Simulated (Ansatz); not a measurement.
## AlGaN₂: strain energy, fitted

AlGaN₂, P-4m2, a = 3.139 Å, c = 4.422 Å. The structure is a Materials Project entry; whether it is the stable form wasn't checked. Ansatz: r2SCAN, PAW, 500 eV, Γ-centred 8×8×6 mesh on 4 atoms, Gaussian smearing 0.02 eV; no spin polarisation. Series: uniaxial strain along a, with b, c and atoms relaxed; x is the strain in per cent. y is the free energy over the unstrained cell, V0 = 10.890 Å³/atom.

```
x (%) y (meV/atom)
 -6.0         43.95
 -4.0         18.74
 -2.0          4.50
  0.0          0.00
  2.0             ?
  4.0         15.92
  6.0         34.32
```

Problem. Fit y = c2 x² + c3 x³ to the other rows, turn c2 into a modulus, and predict the missing energy.

Solution. Least squares on the rows shown. y = 1.0864 x² − 0.022269 x³. In eV per unit strain² c2 is 10.86; this is Young's modulus along the axis (E = ½ Y V0 ε²): 2 × 10.86 × 160.2 / (10.890) = 320 GPa. At x = 2.0 the fit asked for gives 4.17 meV/atom. The run gave 4.15 meV/atom, so the fit is 0.02 meV/atom too high, within the rms miss on the fitted rows (0.04 meV/atom).